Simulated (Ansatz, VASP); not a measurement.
Two plane-wave programs on Ge

File POSCAR:

```
Ge
1.0
    3.9532416821      0.0000000000      0.0000000000
   -1.9766208410      3.4236077240      0.0000000000
    0.0000000000      0.0000000000      6.6109295745
Ge
4
Direct
    0.3333333333      0.6666666667      0.0012430677
    0.6666666667      0.3333333333      0.5012430677
    0.3333333333      0.6666666667      0.3737569323
    0.6666666667      0.3333333333      0.8737569323
```

The input INCAR.step1:

```
PREC = Accurate
ENCUT = 520
ISMEAR = -1
SIGMA = 0.02
LREAL = False
LASPH = True
NELM = 100
NBANDS = 36
GGA = PE
ALGO = Normal
EDIFF = 1E-4
LWAVE = True
LCHARG = False
```

INCAR.step2

```
PREC = Accurate
ENCUT = 520
EDIFF = 1E-7
ISMEAR = -1
SIGMA = 0.02
LREAL = False
LASPH = True
NELM = 100
ALGO = Normal
ISIF = 2
LWAVE = False
LCHARG = True
METAGGA = R2SCAN
LMIXTAU = True
LELF = True
LVHAR = True
NBANDS = 36
ISTART = 1
```

KPOINTS

```
regular mesh
0
Gamma
  12 12 4
```

Input for Ansatz:

```yaml
crystal:
  lattice:
    - [3.9532416821, 0.0, 0.0]
    - [-1.976620841, 3.423607724, 0.0]
    - [0.0, 0.0, 6.6109295745]
  atoms:
    - { symbol: Ge, position: [0.3333333333, 0.6666666667, 0.0012430677] }
    - { symbol: Ge, position: [0.6666666667, 0.3333333333, 0.5012430677] }
    - { symbol: Ge, position: [0.3333333333, 0.6666666667, 0.3737569323] }
    - { symbol: Ge, position: [0.6666666667, 0.3333333333, 0.8737569323] }
kpoints:
  mp_grid: { grid: [12, 12, 4] }
  band_path:
    path:
      - [0.0, 0.0, 0.0]
      - [0.5, 0.0, 0.0]
      - [0.3333333333, 0.3333333333, 0.0]
      - [0.0, 0.0, 0.5]
      - [0.5, 0.0, 0.5]
      - [0.3333333333, 0.3333333333, 0.5]
      - [0.0, 0.0, 0.05]
      - [0.0, 0.0, 0.15]
    npoints: 1
hamiltonian:
  xc: r2scan
scf:
  occupations: { method: fermi_dirac, width: 0.02 }
  n_extra_bands: 5
output:
  forces: true
  stress: true
  eigenvalues: true
```

Change from the starting cell: epitaxial_xy strain -1.1%.

Alike in both runs: task single point; functional r2SCAN; k mesh 12 × 12 × 4; occupations fermi-dirac, width 0.02 eV; no spin polarisation.

|  | VASP | Ansatz |
| --- | --- | --- |
| version | VASP 6.6.1 | Ansatz 0.2.0 |
| potentials or method | VASP PAW PBE potentials, release 64 (Ge_d) | plane waves, PAW |
| plane-wave cutoff (eV) | 520 | 500 |
| valence electrons in the cell | 56 | 56 |

Ansatz gave:

| Item | Value |
| --- | --- |
| pressure (GPa) | 1.5 |
| largest component of the traceless stress (GPa) | 1.29 |
| rms of the force components (eV/Å) | 0.002 |

**Question.** Estimate VASP's values.

**Answer.** Pressure (GPa): 1.5; largest component of the traceless stress (GPa): 1.29; rms of the force components (eV/Å): 0.004.

Atom by atom the forces differ by 0.002 eV/Å (rms over components).

Caveats: the PAW data sets were made with another functional, which shifts forces and pressure a little (VASP).
